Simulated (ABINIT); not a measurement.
The system is In.

```
In
1.0
    -1.62547    1.62547    2.47370
     1.62547   -1.62547    2.47370
     1.62547    1.62547   -2.47370
In
1
Cartesian
  0.0000 0.0000 0.0000
```

- Program: ABINIT 10.8.3 (patched build)
- Task: single point
- Functional: PBE
- Potentials or basis: JTH PAW PBE v2.0
- Cutoff: 599 eV
- k mesh: 11 × 11 × 11
- Occupations: fermi-dirac, width 0.05 eV
- Spin: no spin polarisation

On this cell: pressure 2.0 GPa; band gap on the k mesh none (metal or under the smearing width).

The same run follows on a disturbed copy (cell strained at random at fixed volume):

```
In
1.0
    -1.64299    1.57678    2.43209
     1.65802   -1.63180    2.47812
     1.65199    1.64080   -2.46824
In
1
Direct
  0.99147 0.00315 0.99997
```

What does the disturbed cell give?

The energy (extrapolated to zero smearing) moves by +1.7 meV/atom; pressure 2.0 GPa; band gap on the k mesh none (metal or under the smearing width).

Stress tensor (GPa, compression positive):
```
 1.74 -0.02 -0.04
-0.02  2.85  0.29
-0.04  0.29  1.50
```
